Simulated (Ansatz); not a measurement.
The calculation used DFT PBE, scalar-relativistic, plane waves, PAW in Ansatz. Settings: cutoff 420 eV, Γ-centred meshes spaced at most about 0.3 Å⁻¹, and about 0.25 Å⁻¹ or finer for metals (2π included), Gaussian smearing. No spin polarisation.

These are static total energies at zero pressure.

Two forms of In3SbAs2 were relaxed alike.

A.

```
CELL_PARAMETERS angstrom
6.55596 0.00000 0.00000
0.00000 3.00727 0.00000
-2.77947 0.00000 7.79478
ATOMIC_POSITIONS crystal
In 0.65429 0.00000 0.68629
In 0.34571 0.00000 0.31371
In 0.00000 0.50000 0.00000
Sb 0.00000 0.00000 0.50000
As 0.67127 0.00000 0.15563
As 0.32873 0.00000 0.84437
```

B.

```
CELL_PARAMETERS angstrom
4.48101 0.00000 0.00000
-2.24050 3.88066 0.00000
0.00000 0.00000 10.99113
ATOMIC_POSITIONS crystal
In 0.00000 0.00000 0.00025
In 0.33333 0.66667 0.67895
In 0.66667 0.33333 0.31995
Sb 0.33333 0.66667 0.41821
As 0.00000 0.00000 0.75587
As 0.66667 0.33333 0.07677
```

Task: Which is lower in energy, and by how much?

Result: B is lower, by 279 meV/atom. A has space group P2/m (No. 10), 25.6 Å³/atom and no gap on its mesh; B has Sb and As ordered on zinc blende sites, space group P3m1 (No. 156), 31.9 Å³/atom and no gap. Counting As or Sb atoms around In (for each partner element, those within 1.25 times its shortest distance or 1.15 times the sum of covalent radii, where it is the nearest in units of that sum or under 1.3; the shortest distance is added where it exceeds 1.18 times the sum of covalent radii; a slash parts the counts of unlike sites), A has In 2/4 from 3.2 Å and B has In 4. A holds Sb–Sb chains (shortest 3.01 Å); in B the shortest Sb–Sb distance is 4.48 Å. The lower one is the more open, so pressure narrows the difference. In A, In on a site of symmetry m is surrounded by 1 As at 2.85 Å, 5 In at 3.01–3.19 Å and 1 Sb at 3.14 Å; Sb has 2 As at 2.94 Å, 2 Sb at 3.01 Å and 2 In at 3.14 Å; As is surrounded by 1 As at 2.79 Å, 1 In at 2.85 Å, 1 Sb at 2.94 Å, 2 As at 3.01 Å and 2 In at 3.23 Å; 1 more site not described. In B, In on its first site has 4 As at 2.69–2.72 Å; around Sb lie 4 In at 2.80–2.87 Å; As on its first site has 4 In at 2.69–2.72 Å; 3 more sites not described. Both come from invented guesses. Shaken at random and relaxed again, B came back. Checks on B: phonons real on a 2×2×1 q mesh, imaginary between its points (to 6i cm⁻¹, which can come from the interpolation).

Spin–orbit coupling, which can matter for Sb, is left out. The zero gap of P3m1 may come from the functional, which often closes small gaps. Cells without such a test can be saddle points.
